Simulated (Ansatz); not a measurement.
The system is CdF2.

```
Cd F
1.0
     0.00000    2.69400    2.69400
     2.69400    0.00000    2.69400
     2.69400    2.69400    0.00000
Cd F
1 2
Direct
  0.00000 0.00000 0.00000
  0.75000 0.75000 0.75000
  0.25000 0.25000 0.25000
```

* Program: Ansatz 0.2.0
* Task: relaxation of cell and atoms
* Functional: revPBE
* Dispersion: D4
* Potentials or basis: Ansatz PAW
* Cutoff: 420 eV (not typed: the program's choice for these potentials)
* k mesh: 9 × 9 × 9
* Occupations: fermi-dirac, width 0.05 eV
* Spin: no spin polarisation

At the start: volume 13.03 Å³/atom.

Where does the relaxation end?

It ends after 6 steps and the volume is 13.68 Å³/atom (+4.9 %); space group Fm-3m (No. 225, to 0.05 Å).

Step by step:
| step | energy change (eV) | largest force (eV/Å) | volume (Å³) |
| --- | --- | --- | --- |
| 1 | 0.0000 | 0.0000 | 39.10 |
| 2 | -0.0207 | 0.0000 | 40.81 |
| 3 | -0.0205 | 0.0000 | 40.88 |
| 4 | -0.0290 | 0.0000 | 40.88 |
| 5 | -0.0287 | 0.0000 | 41.04 |
| 6 | -0.0294 | 0.0000 | 41.04 |

Final structure:
```cif
data_structure
_symmetry_space_group_name_H-M 'P 1'
_symmetry_Int_Tables_number 1
_cell_length_a 3.8717
_cell_length_b 3.8717
_cell_length_c 3.8717
_cell_angle_alpha 60.000
_cell_angle_beta 60.000
_cell_angle_gamma 60.000
_cell_volume 41.04
loop_
_atom_site_label
_atom_site_type_symbol
_atom_site_fract_x
_atom_site_fract_y
_atom_site_fract_z
_atom_site_occupancy
Cd1 Cd 0.00000 0.00000 0.00000 1
F1 F 0.75000 0.75000 0.75000 1
F2 F 0.25000 0.25000 0.25000 1
```

Caveat: the plane-wave basis is chosen anew once the cell has moved, so the energies of steps on either side of that aren't comparable; the pressure holds a Pulay correction of +0.6 GPa for the finite cutoff; the PAW data sets come from PBE, with cores solved anew for the run's functional, which leaves a small shift of forces and pressure.
